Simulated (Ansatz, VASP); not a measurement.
**HfC: VASP beside Ansatz**

```
Hf C
1.0
     0.00000    2.37060    2.37060
     2.37060    0.00000    2.37060
     2.37060    2.37060    0.00000
Hf C
1 1
Direct
  0.50000 0.50000 0.50000
  0.00000 0.00000 0.00000
```

Alike in both runs: task single point; functional r2SCAN; k mesh 10 × 10 × 10; occupations fermi-dirac, width 0.05 eV; no spin polarisation.

|  | VASP | Ansatz |
| --- | --- | --- |
| version | VASP 6.6.1 | Ansatz 0.2.0 |
| potentials or method | VASP PAW PBE potentials, release 64 (Hf_pv, C) | Ansatz PAW |
| plane-wave cutoff (eV) | 520 | 500 |
| valence electrons in the cell | 14 | 30 |

Ansatz gave:

| Item | Value |
| --- | --- |
| gap on the k mesh at the Fermi level (eV) | none |
| pressure (GPa) | -13.8 |

Q: Which values does VASP return?

A: gap on the k mesh at the Fermi level (eV): none; pressure (GPa): -15.0.

A gap of «none» marks a metal or a gap that the smearing closes. The two sets of potentials don't hold the same shells in valence.

Caveats: so large a pressure means that the cell lies far from this level's equilibrium, or that cutoff or potentials fall short (VASP); the potentials were made for another functional, which shifts forces and pressure (VASP); the PAW data sets come from PBE, with cores solved anew for the run's functional, which leaves a small shift of forces and pressure (Ansatz). The runs have no spin-orbit coupling, so splittings on Hf are missing.
